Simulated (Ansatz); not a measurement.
Below is a relaxed structure of MgS. The cell was reached from a generator's guess, though it ends in a space group that the Crystallography Open Database lists for this formula.

All numbers below come from DFT PBE, scalar-relativistic, plane waves, PAW (Ansatz 0.2.0). Cutoff 420 eV, Γ-centred mesh, Gaussian smearing, no spin polarisation.

```yaml
crystal:
  lattice:
    - [0.00000, 2.61506, 2.61506]
    - [2.61506, 0.00000, 2.61506]
    - [2.61506, 2.61506, 0.00000]
  atoms:
    - { symbol: Mg, position: [0.50000, 0.50000, 0.50000] }
    - { symbol: S, position: [0.00000, 0.00000, 0.00000] }
```

The zero of energy is the elements' standard structures at the same level; no fitted shifts are applied.

Q: What space group does it have?

A: Fm-3m (No. 225), the rock salt type. Conventional cell: a = 5.230 Å. Mg has 6 S at 2.62 Å; S is surrounded by 6 Mg at 2.62 Å.

Q: What is its formation energy per atom?

A: −1.444 eV/atom. A negative formation energy is needed for stability but isn't enough: competing phases decide.

Q: Is it a metal?

A: No, the gap on the 8×8×8 mesh is 2.76 eV.

The last run used an 8×8×8 mesh for its 2-atom cell and Gaussian smearing of 0.02 eV. Kohn–Sham gaps at this level usually fall short of measured ones. The reference form of S is held partly by dispersion forces, which this level lacks. A later test with randomly moved atoms came back to the same energy, though modes that don't fit the test's cell weren't probed.
